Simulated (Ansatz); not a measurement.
Wires are cut from relaxed bulk GaAs (F-43m, 23.71 Å³/atom, gap on the mesh 0.16 eV); atoms and period are relaxed, and energies count from that bulk.

Theory: DFT PBE, scalar-relativistic, plane waves, PAW in Ansatz.

Cutoff 420 eV, Gaussian smearing of 0.05 eV, energies at zero smearing, symmetry of each start kept, collinear spin where a moment is listed.

```json
{"start": "[001] wire, 8 host atoms a period*", "atoms": "8", "k mesh": "1×1×10", "excess energy (eV per host atom)": "0.511", "line energy (eV/Å)": "0.997", "period (Å)": "4.100", "gap on the mesh (eV)": "0", "highest filled level or Fermi level under vacuum (eV)": "4.60", "size of the moment (μB per cell)": "0.00"}
{"start": "[001] wire, 12 host atoms a period", "atoms": "12", "k mesh": "1×1×10", "excess energy (eV per host atom)": "0.495", "line energy (eV/Å)": "1.065", "period (Å)": "5.575", "gap on the mesh (eV)": "1.17", "highest filled level or Fermi level under vacuum (eV)": "-", "size of the moment (μB per cell)": "0.00"}
```

A dash: not computed, or not clear enough to read.

* ends far from its start.

Each run keeps its start's symmetry and one magnetic start, so lower states can exist.

Cost: 2 runs of about 4.4 core-hours in all, on Arm Neoverse N1 (shared hosts).